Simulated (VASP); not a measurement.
The system is BaTiO3.

```xyz
5
Lattice="3.9998 0.0000 0.0000 0.0000 3.9998 0.0000 0.0000 0.0000 4.0180" Properties=species:S:1:pos:R:3 pbc="T T T"
Ba    0.0000    0.0000    0.0000
Ti    1.9999    1.9999    1.9688
O     1.9999    1.9999    0.0763
O     1.9999    0.0000    2.0773
O     0.0000    1.9999    2.0773
```

| Quantity | Value |
| --- | --- |
| Program | VASP 6.6.1 |
| Task | relaxation of cell and atoms |
| Functional | RPBE |
| Potentials or basis | VASP PAW PBE potentials, release 64 (Ba_sv, Ti_sv, O) |
| Cutoff | 600 eV |
| k mesh | 8 × 8 × 8 |
| Occupations | gaussian, width 0.03 eV |
| Spin | no spin polarisation |

At the start: pressure 8.3 GPa; volume 12.86 Å³/atom.

How do energy, volume and symmetry change on relaxing?

Over 44 steps the energy falls by 34.8 meV/atom and the volume is 14.25 Å³/atom (+10.9 %); space group P4mm (No. 99, to 0.05 Å).

The path:
| step | energy change (eV) | largest force (eV/Å) | pressure (GPa) | volume (Å³) |
| --- | --- | --- | --- | --- |
| 1 | 0.0000 | 0.2724 | 8.28 | 64.28 |
| 3 | -0.0889 | 0.5338 | -0.30 | 67.84 |
| 5 | -0.1230 | 0.1590 | 0.76 | 68.40 |
| 7 | -0.1447 | 0.4094 | -0.23 | 70.19 |
| 9 | -0.1572 | 0.1986 | -0.95 | 70.38 |
| 11 | -0.1622 | 0.1760 | 0.65 | 69.70 |
| 13 | -0.1692 | 0.2429 | 0.41 | 70.27 |
| 15 | -0.1710 | 0.1119 | -0.35 | 70.65 |
| 17 | -0.1722 | 0.0722 | 0.16 | 70.50 |
| 19 | -0.1727 | 0.0740 | 0.27 | 70.67 |
| 21 | -0.1732 | 0.0549 | -0.12 | 71.02 |
| 23 | -0.1734 | 0.0589 | -0.10 | 70.97 |
| 25 | -0.1735 | 0.0197 | 0.10 | 70.90 |
| 27 | -0.1736 | 0.0172 | 0.13 | 70.92 |
| 29 | -0.1736 | 0.0341 | 0.02 | 71.00 |
| 31 | -0.1736 | 0.0238 | 0.05 | 70.97 |
| 33 | -0.1737 | 0.0249 | 0.00 | 71.04 |
| 35 | -0.1737 | 0.0403 | -0.13 | 71.09 |
| 37 | -0.1737 | 0.0289 | -0.09 | 71.05 |
| 39 | -0.1738 | 0.0226 | 0.02 | 71.08 |
| 41 | -0.1738 | 0.0139 | 0.05 | 71.13 |
| 43 | -0.1739 | 0.0115 | -0.02 | 71.22 |
| 44 | -0.1739 | 0.0074 | -0.03 | 71.26 |

Final structure:
```
CELL_PARAMETERS angstrom
3.99979 0.00000 0.00000
0.00000 3.99979 0.00000
0.00000 0.00000 4.45404
ATOMIC_POSITIONS crystal
Ba 0.00000 0.00000 0.97430
Ti 0.50000 0.50000 0.46143
O 0.50000 0.50000 0.05856
O 0.50000 0.00000 0.52436
O 0.00000 0.50000 0.52436
```

Caveat: the PAW data sets were made with another functional, which shifts forces and pressure a little; the volume moved by +11 % from the deposited cell, more than functionals usually miss.
